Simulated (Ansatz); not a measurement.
# B chain started as a strip of triangles: period, moment and channels by functional, part 2 of 2

Aim: how far do the period, the moment and the conductance of the B chain started as a strip of triangles depend on the functional, the datasets and spin-orbit coupling, and at what cost?

Ansatz 0.2.0; DFT PBE, plane waves, PAW; relaxation of a chain's period (the session's first sound run).

So far, conductance of the lead as this run defines it (G₀): 2.00 in steps 3, 5 and 7.

## (9) The perfect wire, level r2SCAN, cutoff 500 eV

This step: DFT r2SCAN, plane waves, PAW; channels and complex bands of a perfect chain (Ansatz 0.2.0).

The channels are counted again under r2SCAN, at the period that it gave. Its window is narrower, to save time.

Contents of input.yaml:

```yaml
crystal:
  lattice:
    - [9.0, 0.0, 0.0]
    - [0.0, 7.5, 0.0]
    - [0.0, 0.0, 1.6026538944]
  atoms:
    - { symbol: B, position: [0.417399906, 0.5, 0.0] }
    - { symbol: B, position: [0.582600094, 0.5, 0.5] }
kpoints:
  mp_grid: { grid: [1, 1, 50] }
  band_path: { path: ["Γ", Z], npoints: 60 }
scf:
  occupations: { method: fermi_dirac, width: 0.05 }
hamiltonian:
  xc: r2scan
output:
  transmission:
    e_range: [-0.7, 0.7]
    de: 0.035
    kmesh: [1, 1]
    reduced_basis: true
    leads: [[0, 0]]
  dos: { projected: true, e_range: [-6, 4] }
```

Run with:

```
$ ansatz run input.yaml --threads 4 --pin off --max-ram 8192MiB --backend cpu --events-out ev --progress --plain --runs-dir out
```

Run time: 13 s. Hardware: 4 threads of Arm Neoverse V1, shared host; peak memory 0.67 GiB; 42 s of CPU time.

The open channels of the lead, one spin stays at 2 for energy from -0.7 to 0.7 eV.

At the computed energy nearest the Fermi level there are 2 channels a spin, and the thermal average gives 2.00 G₀.

## (10) The series together

Times are for 4 threads of Arm Neoverse V1, shared host. The series side by side:

| no. | level | conductance of the lead as this run defines it (G₀) | time | memory (GiB) |
| --- | --- | --- | --- | --- |
| 1 | PBE | 2.000 | 13 s | 0.43 |
| 2 | LDA | 2.000 | 12 s | 0.43 |
| 3 | PBEsol | 2.000 | 11 s | 0.41 |
| 4 | r2SCAN | 2.000 | 13 s | 0.67 |

## (11) The relaxed wire, cutoff 1034.03 eV

This step: DFT PBE, plane waves, norm-conserving; relaxation of a chain's period (Ansatz 0.2.0).

The same functional on other atomic datasets tests how far the result hangs on the treatment of the cores. Against the first PBE run of this kind, the cutoff is 1034.03 eV against 420.

Contents of input.yaml:

```yaml
crystal:
  lattice:
    - [9.0, 0.0, 0.0]
    - [0.0, 7.5, 0.0]
    - [0.0, 0.0, 1.64388]
  atoms:
    - { symbol: B, position: [0.421973333, 0.5, 0.0], spin: 0.3 }
    - { symbol: B, position: [0.578026667, 0.5, 0.5], spin: 0.3 }
magnetization:
  spin_polarized: true
kpoints:
  mp_grid: { grid: [1, 1, 49] }
scf:
  occupations: { method: fermi_dirac, width: 0.05 }
hamiltonian:
  xc: pbe
  pseudopotentials: { kind: nc, accuracy: standard }
relax:
  cell: { fix: [a, b, alpha, beta, gamma] }
  max_steps: 60
```

Run time: 17 s. Hardware: 4 threads; peak memory 0.62 GiB; 65 s of CPU time.

The cell's length comes to 1.608 Å, -0.0 % against the first run, with no moment.

## (12) The relaxed wire

This step: DFT PBE, plane waves, PAW; relaxation of a chain's period (Ansatz 0.2.0).

No moment formed, so a run without spin should agree; this checks it and saves time.

input.yaml, the sections that differ from step 11:

```yaml
crystal:
  lattice:
    - [9.0, 0.0, 0.0]
    - [0.0, 7.5, 0.0]
    - [0.0, 0.0, 1.64388]
  atoms:
    - { symbol: B, position: [0.421973333, 0.5, 0.0] }
    - { symbol: B, position: [0.578026667, 0.5, 0.5] }
hamiltonian:
  xc: pbe
# kpoints, scf, relax: as in step 11
# magnetization: removed
```

Run time: 2.2 s. Hardware: 4 threads; peak memory 0.33 GiB.

The cell's length comes to 1.609 Å, +0.0 % against the first run, with spin left out.

## (13) Side by side

Times are for 4 threads of Arm Neoverse V1, shared host. Results by setting:

| no. | level | cell length along the wire (Å) | time | memory (GiB) |
| --- | --- | --- | --- | --- |
| 1 | PBE | 1.609 | 5.6 s | 0.35 |
| 2 | LDA | 1.598 | 6.2 s | 0.33 |
| 3 | PBEsol | 1.608 | 5.6 s | 0.35 |
| 4 | r2SCAN | 1.603 | 20 s | 0.61 |
| 5 | PBE, NC files | 1.608 | 17 s | 0.62 |
| 6 | PBE, no spin | 1.609 | 2.2 s | 0.33 |

## (14) With spin-orbit coupling

This step: DFT PBE, plane waves, fully relativistic PAW; channels of a perfect chain with spin-orbit coupling (Ansatz 0.2.0).

Spin-orbit coupling mixes the spins and splits bands that cross or touch without it, so it can open or close channels. Fully relativistic datasets take the place of the scalar ones. The window is narrow, since spinor matrices are twice as large.

Contents of input.yaml:

```yaml
crystal:
  lattice:
    - [9.0, 0.0, 0.0]
    - [0.0, 7.5, 0.0]
    - [0.0, 0.0, 1.6089242594]
  atoms:
    - { symbol: B, position: [0.417167245, 0.5, 0.0] }
    - { symbol: B, position: [0.582832755, 0.5, 0.5] }
kpoints:
  mp_grid: { grid: [1, 1, 50] }
  band_path: { path: ["Γ", Z], npoints: 60 }
scf:
  occupations: { method: fermi_dirac, width: 0.05 }
hamiltonian:
  xc: pbe
  pseudopotentials: { kind: paw_fr }
output:
  transmission:
    e_range: [-0.42, 0.42]
    de: 0.035
    kmesh: [1, 1]
    reduced_basis: false
    leads: [[0, 0]]
magnetization:
  noncollinear: true
  spin_orbit: true
```

Run time: 6.1 min. Hardware: 4 threads; peak memory 4.2 GiB.

This step gave:

```
energy at zero smearing                                    : -310.5162 eV
channels at the energy nearest the Fermi level, both spins : 4
```

The open channels of the lead, both spins stays at 4 for energy from -0.42 to 0.42 eV.

The slowest values at each energy, most degenerate partners merged, listed up to 1.5 1/Å. The Im kz of the slowest decaying states by energy, zero at the Fermi level:

| energy (eV) | decay 1 (Å⁻¹) | decay 2 (Å⁻¹) | decay 3 (Å⁻¹) | decay 4 (Å⁻¹) |
| --- | --- | --- | --- | --- |
| -0.420 | 0.519 | 0.714 | 1.13 | 1.24 |
| -0.385 | 0.520 | 0.707 | 1.12 | 1.23 |
| -0.350 | 0.521 | 0.700 | 1.12 | 1.23 |
| -0.315 | 0.523 | 0.693 | 1.11 | 1.23 |
| -0.280 | 0.524 | 0.686 | 1.11 | 1.22 |
| -0.245 | 0.525 | 0.679 | 1.10 | 1.22 |
| -0.210 | 0.526 | 0.672 | 1.10 | 1.22 |
| -0.175 | 0.527 | 0.665 | 1.10 | 1.21 |
| -0.140 | 0.529 | 0.657 | 1.09 | 1.21 |
| -0.105 | 0.530 | 0.650 | 1.09 | 1.20 |
| -0.070 | 0.531 | 0.643 | 1.08 | 1.20 |
| -0.035 | 0.532 | 0.635 | 1.08 | 1.20 |
| 0.000 | 0.533 | 0.627 | 1.07 | 1.19 |
| 0.035 | 0.534 | 0.620 | 1.07 | 1.19 |
| 0.070 | 0.535 | 0.612 | 1.07 | 1.18 |
| 0.105 | 0.536 | 0.604 | 1.06 | 1.18 |
| 0.140 | 0.536 | 0.596 | 1.06 | 1.18 |
| 0.175 | 0.537 | 0.588 | 1.05 | 1.17 |
| 0.210 | 0.538 | 0.579 | 1.05 | 1.17 |
| 0.245 | 0.539 | 0.571 | 1.04 | 1.17 |
| 0.280 | 0.540 | 0.562 | 1.04 | 1.16 |
| 0.315 | 0.540 | 0.554 | 1.03 | 1.16 |
| 0.350 | 0.541 | 0.545 | 1.03 | 1.15 |
| 0.385 | 0.536 | 0.542 | 1.02 | 1.15 |
| 0.420 | 0.527 | 0.542 | 1.02 | 1.15 |

The electronic bands at the labelled points (eV, zero at the Fermi level):

| point | band 3 | band 4 | band 5 | band 6 | band 7 | band 8 | band 9 | band 10 |
| --- | --- | --- | --- | --- | --- | --- | --- | --- |
| Γ | -6.11 | -6.11 | -4.16 | -4.16 | -2.80 | -2.80 | 1.42 | 1.42 |
| halfway | -4.23 | -4.23 | -0.70 | -0.70 | 0.59 | 0.59 | 4.77 | 4.77 |
| Z | -5.17 | -5.17 | 7.75 | 7.75 | 7.75 | 7.75 | 8.54 | 8.54 |

At the computed energy nearest the Fermi level there are 4 spinor channels, and the thermal average gives 2.00 G₀.

## (15) The same system on other settings

This step: DFT PBE, plane waves, PAW; channels and complex bands of a perfect chain; changed: output.transmission.e_range = [1, -1], scf.max_iter = 75 (Ansatz 0.2.0).

The input of the run on the perfect lead (PBE) is made doubtful on purpose. The ELF is not written this time.

input.yaml, the sections that differ from step 14:

```yaml
scf:
  occupations: { method: fermi_dirac, width: 0.05 }
  max_iter: 75
hamiltonian:
  xc: pbe
output:
  transmission:
    e_range: [1, -1]
    de: 0.035
    kmesh: [1, 1]
    reduced_basis: true
    leads: [[0, 0]]
  dos: { projected: true, e_range: [-6, 4] }
  write_potential: true
  write_density: true
  volumetric_format: npy
# crystal, kpoints: as in step 14
# magnetization: removed
```

Run time: 0.03 s. Hardware: 4 threads; peak memory 0.06 GiB.

The program refused the input before any cycle.

The program's message: “Error: invalid value for `output.transmission.e_range`: [1, -1] eV must be finite with min < max”

The change that led to it: output.transmission.e_range = [1, -1].

## (16) The same system on other settings

This step: DFT PBE, plane waves, PAW; channels and complex bands of a perfect chain; changed: output.transmission.leads = [[0, 1], [1, 1]], scf.max_iter = 60 (Ansatz 0.2.0).

input.yaml, the sections that differ from step 15:

```yaml
scf:
  occupations: { method: fermi_dirac, width: 0.05 }
  max_iter: 60
output:
  transmission:
    e_range: [-2, 2]
    de: 0.035
    kmesh: [1, 1]
    reduced_basis: true
    leads: [[0, 1], [1, 1]]
  dos: { projected: true, e_range: [-6, 4] }
  write_potential: true
  write_density: true
  volumetric_format: npy
# crystal, kpoints, hamiltonian: as in step 15
```

Run time: 0.04 s. Hardware: 4 threads; peak memory 0.09 GiB.

The program refused the input before any cycle.

The program's message: “Error: inconsistent input (output.transmission.leads, crystal): the cell holds no crystal of the step of the lead [0, 1]: under three periods repeat by it, and the next like atoms stand elsewhere in t …”

The change that led to it: output.transmission.leads = [[0, 1], [1, 1]].

## (17) Results

| Property | Result |
| --- | --- |
| cell length, PBE | 1.609 Å |
| cell length, LDA | 1.598 Å |
| cell length, PBEsol | 1.608 Å |
| cell length, r2SCAN | 1.603 Å |
| cell length, PBE, NC files | 1.608 Å |
| cell length, PBE, no spin | 1.609 Å |
| conductance, PBE | 2.00 G₀ |
| conductance, LDA | 2.00 G₀ |
| conductance, PBEsol | 2.00 G₀ |
| conductance, r2SCAN | 2.00 G₀ |
| conductance, with spin-orbit coupling | 2.00 G₀ |

In words: Under PBE the cell's length is 1.61 Å, no moment survives, and it is a metal with 2 channels a spin next to the Fermi level, 2.00 G₀ at 300 K. The cell's length spans 0.7 % over the functionals, shortest under LDA and longest under PBE. A perfect wire passes every open channel, so the conductance counts half a G₀ for each forward-moving state at the Fermi level, spin by spin. At the relaxed period it forms two rows 1.49 Å apart, with 1.69 Å between atoms of unlike rows and 1.61 Å along a row: a strip of triangles. Transport is coherent and elastic here: the atoms are frozen, so scattering by vibrations plays no part.

[Logs are printed without paths, hosts, clocks, repeated set-up lines and the standing remarks that a program may print on its own settings, such as how far it seeks lower states.]

[Hosts, paths, dates, database ids (printed as entryN), source tags and the programs' standing remarks are cut or masked in the printed files.]
